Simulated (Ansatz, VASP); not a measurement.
## BN: VASP beside Ansatz

The input INCAR:

```
  PREC = Accurate
  ENCUT = 520
  EDIFF = 1E-7
  ISMEAR = 0
  SIGMA = 0.02
  LREAL = F
  LASPH = T
  NELM = 100
  ALGO = Fast
  ISIF = 2
  LWAVE = F
  LCHARG = T
  GGA = PS
  IVDW = 12
  LELF = T
  LVHAR = T
  NBANDS = 11
```

File KPOINTS:

```
Automatic mesh
0
Gamma
  6 6 6
```

POSCAR

```
BN
1.0
    1.2511217832      0.7223354983      3.3729344033
   -1.2511217832      0.7223354983      3.3729344033
    0.0000000000     -1.4446709967      3.3729344033
B N
1 1
Direct
    0.9996712000      0.9996712000      0.9996712000
    0.3327618000      0.3327618000      0.3327618000
```

Input for Ansatz:

```yaml
crystal:
  lattice:
    - [1.2511217832, 0.7223354983, 3.3729344033]
    - [-1.2511217832, 0.7223354983, 3.3729344033]
    - [0.0, -1.4446709967, 3.3729344033]
  atoms:
    - { symbol: B, position: [0.9996712, 0.9996712, 0.9996712] }
    - { symbol: "N", position: [0.3327618, 0.3327618, 0.3327618] }
basis:
  ecutwfc: 420
kpoints:
  mp_grid: { grid: [6, 6, 6] }
hamiltonian:
  xc: pbesol
  dispersion: d3bj
  pseudopotentials: { kind: paw }
scf:
  occupations: { method: gaussian, width: 0.02 }
output:
  forces: true
  stress: true
  eigenvalues: true
```

Alike in both runs: task single point; functional PBEsol; dispersion D3(BJ); k mesh 6 × 6 × 6; occupations gaussian, width 0.02 eV; no spin polarisation.

|  | VASP | Ansatz |
| --- | --- | --- |
| version | VASP 6.6.1 | Ansatz 0.2.0 |
| potentials or method | VASP PAW PBE potentials, release 64 (B, N) | scalar-relativistic, plane waves, PAW |
| plane-wave cutoff (eV) | 520 | 420 |
| valence electrons in the cell | 8 | 8 |

|  | VASP | Ansatz | Ansatz less VASP |
| --- | --- | --- | --- |
| gap on the k mesh at the Fermi level (eV) | 4.18 | 4.19 | +0.010 |
| least direct gap on the mesh (eV) | 4.63 | 4.64 | +0.007 |
| pressure (GPa) | -0.8 | -1.1 | -0.30 |
| largest component of the traceless stress (GPa) | 0.71 | 0.26 | -0.445 |

Caveats: the k mesh is coarse (spacing up to 0.49 Å⁻¹), so the values aren't converged; the PAW data sets were made with another functional, which shifts forces and pressure a little (VASP). A k mesh can miss the band edges.
